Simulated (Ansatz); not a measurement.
## Field gradients of SiO2 from run to run

Cell of run 1: a Materials Project structure (computed, not necessarily an observed phase).

```cif
data_SiO2
_symmetry_space_group_name_H-M 'I-42m'
_symmetry_Int_Tables_number 121
_cell_length_a 9.1596
_cell_length_b 9.1596
_cell_length_c 8.2312
_cell_angle_alpha 90.000
_cell_angle_beta 90.000
_cell_angle_gamma 90.000
loop_
_atom_site_label
_atom_site_type_symbol
_atom_site_symmetry_multiplicity
_atom_site_Wyckoff_symbol
_atom_site_fract_x
_atom_site_fract_y
_atom_site_fract_z
Si Si 16 j 0.7949 0.4372 0.3183
O9 O 8 f 0.0000 0.2833 0.0000
O10 O 8 i 0.8546 0.1454 0.7713
O11 O 16 j 0.9302 0.3231 0.3076
```

One atom of each set is listed; the run and its k-mesh use a cell of 24 atoms with edges of 7.67, 7.67, 7.67 Å.

All runs are DFT with Ansatz 0.2.0 (plane waves and PAW, scalar-relativistic unless spin–orbit coupling is named, Γ-centred meshes, Fermi–Dirac smearing where given) in this cell.

Run 1: PBE, atoms as given; 420 eV, 4×4×4 k-points, smearing 0.02 eV.
Run 2: r2SCAN, atoms as given; 500 eV, 4×4×4 k-points, smearing 0.02 eV.
Run 3: PBE, gradients read without the response of the cores, atoms as given; 420 eV, 4×4×4 k-points, smearing 0.02 eV.

(1) What does each run give, and what moves the gradients most?

Answers

(1) 

| run | Si V_zz (η) | O9 V_zz (η) | O10 V_zz (η) | O11 V_zz (η) |
| --- | --- | --- | --- | --- |
| 1 | 1.17 (0.98) | 10.13 (0.02) | 9.05 (0.31) | 8.91 (0.24) |
| 2 | -1.15 (0.98) | 9.96 (0.03) | 8.93 (0.31) | 8.79 (0.24) |
| 3 | -1.10 (0.99) | 10.46 (0.02) | 9.34 (0.31) | 9.20 (0.24) |

V_zz in 10²¹ V/m². Against run 1, the gradient tensors on these sites move by at most 0.16 in run 2 (O9), 0.34 in run 3 (O9). Taken one at a time, the response of the cores moves the tensors on these sites by up to 0.34 (largest principal value of the change, on O9), the functional (r2SCAN with its higher cutoff) by 0.16 (O9). On some sites the largest principal value moves to another axis from run to run, and the sign of V_zz can flip with it. On Si η is near 1, so the change of sign is little more than a relabelling of axes.

In runs 1, 3 the atoms aren't at the calculated equilibrium (largest force 0.40, 0.40 eV/Å).
